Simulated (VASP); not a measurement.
# CoO (P-6m2) in VASP: a series of runs, part 3 of 3

VASP 6.6.1. The steps go on from the part before.

### 5 Core levels, PBE, collinear spin, ferromagnetic start

INCAR reads:

```
SYSTEM = CoO
PREC = Accurate
ENCUT = 520
EDIFF = 1E-6
ISMEAR = 0
SIGMA = 0.02
LREAL = .FALSE.
LASPH = .TRUE.
NELM = 100
ALGO = Fast
ISIF = 2
LWAVE = .FALSE.
LCHARG = .FALSE.
ISPIN = 2
MAGMOM = 2 0
LORBIT = 11
LMAXMIX = 4
GGA = PE
ICORELEVEL = 1
```

KPOINTS reads:

```
Automatic mesh
0
G
  11 11 10
  0 0 0
```

POSCAR reads:

```
CoO
1.0
    2.8284500000      0.0000000000      0.0000000000
   -1.4142300000      2.4495100000      0.0000000000
    0.0000000000      0.0000000000      2.7217200000
Co O
1 1
Direct
    0.0000000000      0.0000000000      0.5000000000
    0.6666700000      0.3333300000      0.0000000000
```

Potentials or basis: VASP PAW PBE potentials, release 64 (Co, O).

Run with:

```bash
> cat potpaw_PBE.64/Co/POTCAR potpaw_PBE.64/O/POTCAR > POTCAR
> mpirun -np 1 vasp_std > vasp.out
```

OUTCAR:

```text
SYSTEM = CoO
   PREC = Accurate
   ENCUT = 520
   EDIFF = 1E-6
   ISMEAR = 0
   LREAL = .FALSE.
   LASPH = .TRUE.
   NELM = 100
   ISIF = 2
   ISPIN = 2
   LORBIT = 11
   GGA = PE

 ion  position               nearest neighbor table
   1  0.000  0.000  0.500-   2 2.13   2 2.13   2 2.13   2 2.13   2 2.13   2 2.13
   2  0.667  0.333  0.000-   1 2.13   1 2.13   1 2.13   1 2.13   1 2.13   1 2.13

  LATTYP: Found a hexagonal cell.
 ALAT       =     2.8284500000
 C/A-ratio  =     0.9622655518

  Lattice vectors:

 A1 = (   2.8284500000,   0.0000000000,   0.0000000000)
 A2 = (  -1.4142300000,   2.4495100000,   0.0000000000)
 A3 = (   0.0000000000,   0.0000000000,   2.7217200000)

Analysis of symmetry for initial positions (statically):
=====================================================================
 Subroutine PRICEL returns:
 Original cell was already a primitive cell.

 Routine SETGRP: Setting up the symmetry group for a
 hexagonal supercell.

 Subroutine GETGRP returns: Found  4 space group operations
 (whereof  4 operations were pure point group operations)
 out of a pool of 24 trial point group operations.

The static configuration has the point symmetry C_2v.

Analysis of symmetry for dynamics (positions and initial velocities):
=====================================================================
 Subroutine PRICEL returns:
 Original cell was already a primitive cell.

 Routine SETGRP: Setting up the symmetry group for a
 hexagonal supercell.

 Subroutine GETGRP returns: Found  4 space group operations
 (whereof  4 operations were pure point group operations)
 out of a pool of 24 trial point group operations.

The dynamic configuration has the point symmetry C_2v.

Analysis of structural, dynamic, and magnetic symmetry:
=====================================================================
 Subroutine PRICEL returns:
 Original cell was already a primitive cell.

 Routine SETGRP: Setting up the symmetry group for a
 hexagonal supercell.

 Subroutine GETGRP returns: Found  4 space group operations
 (whereof  4 operations were pure point group operations)
 out of a pool of 24 trial point group operations.

[... 439 lines left out ...]
      3       3.1173      1.00000
      4       3.5638      1.00000
      5       4.3240      1.00000
      6       5.1486      1.00000
      7       5.9562      1.00000
      8       6.4359      1.00000
      9       7.2027      1.00000
     10      12.6042      0.00000
     11      18.7474      0.00000
     12      22.7623      0.00000

 k-point    20 :       0.3636    0.0909    0.0000

 Fermi energy:         8.2180154811

 spin component 2

 k-point     1 :       0.0000    0.0000    0.0000
  band No.  band energies     occupation
      1     -11.6557      1.00000
      2       4.5405      1.00000
      3       4.5405      1.00000
      4       5.2434      1.00000
      5       5.5551      1.00000
      6       8.4772      0.00000
      7       8.4772      0.00000
      8       9.0355      0.00000
      9       9.0356      0.00000
     10       9.5193      0.00000
     11      23.3063      0.00000
     12      24.9485      0.00000
[... 331 lines left out ...]
 k-point    24 :       0.4545    0.4545    0.0000
  band No.  band energies     occupation
      1     -10.3539      1.00000
      2       0.8072      1.00000
      3       4.3807      1.00000
      4       4.4216      1.00000
      5       6.2622      1.00000
      6       8.2145      0.59693
      7       8.3005      0.00000
      8       8.4398      0.00000
      9       9.9803      0.00000
     10      14.6412      0.00000
     11      17.8502      0.00000
     12      22.8200      0.00000

 [... further k-points ...]
[... 5 lines left out ...]
  --------------------------------------------------------------------------------------
  -------------------------------------------------------------------------------------
  Total       -0.0327197     -0.0327043     -0.1170047      0.0000134      0.0000000      0.0000000
  in kB       -2.7800256     -2.7787163     -9.9412854      0.0011405      0.0000000      0.0000000
  external PRESSURE =      -5.1666758 kB  Pullay stress =       0.0000000 kB

 VOLUME and BASIS-vectors are now :
 -----------------------------------------------------------------------------
  energy-cutoff  :      520.00
  volume of cell :       18.86
      direct lattice vectors                 reciprocal lattice vectors
     2.828450000  0.000000000  0.000000000     0.353550531  0.204123179  0.000000000
    -1.414230000  2.449510000  0.000000000     0.000000000  0.408244914  0.000000000
     0.000000000  0.000000000  2.721720000     0.000000000  0.000000000  0.367414723

 POSITION                                       TOTAL-FORCE (eV/Angst)
 -----------------------------------------------------------------------------------
      0.00000      0.00000      1.36086         0.000000     -0.000000      0.000000
      1.41424      0.81650      0.00000        -0.000000      0.000000      0.000000
 -----------------------------------------------------------------------------------
    total drift:                                0.000006      0.000029      0.000000

  FREE ENERGIE OF THE ION-ELECTRON SYSTEM (eV)
  ---------------------------------------------------
  free  energy   TOTEN  =       -12.9252799342 eV

  energy  without entropy=      -12.9246440379  energy(sigma->0) =      -12.92496199

 total charge

# of ion       s       p       d       tot
------------------------------------------
    1        0.309   0.393   7.145   7.847
    2        1.564   3.403   0.000   4.967
--------------------------------------------------
tot          1.872   3.797   7.145  12.814

 magnetization (x)

# of ion       s       p       d       tot
------------------------------------------
    1        0.006   0.008   2.534   2.548
    2        0.026   0.381   0.000   0.407
--------------------------------------------------
tot          0.032   0.389   2.534   2.955
```

OSZICAR:

```text
N       E                     dE             d eps       ncg     rms          rms(c)
DAV:   1     0.829727797470E+02    0.82973E+02   -0.76053E+03 10500   0.151E+03
DAV:   2    -0.917078338905E+01   -0.92144E+02   -0.81751E+02 10592   0.281E+02
DAV:   3    -0.155314647757E+02   -0.63607E+01   -0.61040E+01 12160   0.849E+01
DAV:   4    -0.156088272822E+02   -0.77363E-01   -0.77283E-01 11728   0.974E+00
DAV:   5    -0.156103395525E+02   -0.15123E-02   -0.15122E-02 12420   0.142E+00    0.171E+01
RMM:   6    -0.146617768519E+02    0.94856E+00   -0.16001E+01 11695   0.530E+01    0.252E+01
RMM:   7    -0.131807700893E+02    0.14810E+01   -0.44838E+00 10677   0.289E+01    0.883E+00
RMM:   8    -0.129539321503E+02    0.22684E+00   -0.20917E-01 11997   0.565E+00    0.401E+00
RMM:   9    -0.129635638342E+02   -0.96317E-02   -0.22922E-01 12344   0.461E+00    0.242E+00
RMM:  10    -0.129248740851E+02    0.38690E-01   -0.73229E-02 11250   0.405E+00    0.714E-01
RMM:  11    -0.129253972751E+02   -0.52319E-03   -0.79850E-03 11803   0.950E-01    0.255E-01
RMM:  12    -0.129252723680E+02    0.12491E-03   -0.74464E-04 12749   0.377E-01    0.172E-01
RMM:  13    -0.129253281069E+02   -0.55739E-04   -0.39896E-04 12416   0.270E-01    0.765E-02
RMM:  14    -0.129253342133E+02   -0.61064E-05   -0.14766E-04 12772   0.126E-01    0.878E-02
RMM:  15    -0.129252902516E+02    0.43962E-04   -0.47098E-05 12428   0.885E-02    0.439E-02
RMM:  16    -0.129252778678E+02    0.12384E-04   -0.29700E-05 12472   0.493E-02    0.156E-02
RMM:  17    -0.129252794119E+02   -0.15441E-05   -0.94203E-06 12332   0.251E-02    0.739E-03
RMM:  18    -0.129252799342E+02   -0.52228E-06   -0.15726E-06  7144   0.134E-02
   1 F= -.12925280E+02 E0= -.12924962E+02  d E =-.635896E-03  mag=     3.0003
```

stdout:

```text
POSCAR found type information on POSCAR CoO
 POSCAR found :  2 types and       2 ions
 scaLAPACK will be used
 LDA part: xc-table for (Slater+PW92), standard interpolation
 POSCAR, INCAR and KPOINTS ok, starting setup
 FFT: planning ... GRIDC
 FFT: planning ... GRID_SOFT
 FFT: planning ... GRID
 WAVECAR not read
 entering main loop
WARNING in EDDRMM: call to ZHEGV failed, returncode =   8  4     12
WARNING in EDDRMM: call to ZHEGV failed, returncode =   8  4     12
```

It took 2.2 min on 1 thread of AMD EPYC 7R43 (Zen 3), shared host; peak memory 0.16 GiB.

Results:

* Free energy: -12.9253 eV
* Pressure: -0.5 GPa
* Band gap on the k mesh: none (metal or under the smearing width)
* Net moment: 3.00 μB per cell
* Site moments: Co +2.55; O +0.41 μB
* Valence electrons inside the program's atomic spheres: Co 7.85; O 4.97

Stress tensor (GPa, compression positive):
```
-0.28  0.00  0.00
 0.00 -0.28  0.00
 0.00  0.00 -0.99
```

Core levels (eV, on the scale of the bands):
| atom | levels |
| --- | --- |
| 1 Co | 1s -7578.1, 2s -884.2, 2p -755.1, 3s -87.5, 3p -50.8 |
| 2 O | 1s -498.5 |

Caveat: a cell with one magnetic atom can't hold antiferromagnetic order, which such compounds often take; semilocal functionals often make such compounds metallic where correlation or magnetic order opens a gap, which also shifts bond lengths. With open d or f shells a metallic result of PBE can be an artefact of self-interaction; +U or a hybrid may open a gap.

### 6 Summary

```csv
task,k mesh for the DOS,occupations for the DOS,gap on the mesh (eV),pressure (GPa),moment (μB)
optical spectrum,-,-,none,-0.5,3.00
density of states,17 × 17 × 15,tetrahedron,-,-,3.00
electric field gradients,-,-,none,-0.5,3.00
core levels,-,-,none,-0.5,3.00
```

Alike in all rows: level PBE; potentials or basis VASP PAW PBE potentials, release 64 (Co, O); spin collinear, ferromagnetic start; cell as given; k mesh 11 × 11 × 10; cutoff (eV) 520; smearing gaussian 0.02 eV.

Every run on the cell as given and a fine mesh finds a metal.

Caveats: a cell with one magnetic atom can't hold antiferromagnetic order, which such compounds often take; semilocal functionals often make such compounds metallic where correlation or magnetic order opens a gap, which also shifts bond lengths; spectra need much finer meshes, so this one isn't converged (some runs); independent-particle spectra lack excitons (some runs); the intraband (Drude) part of a metal's response may be missing (some runs).

Total energies depend on the potentials used, so only differences within one code and one set of settings carry meaning.
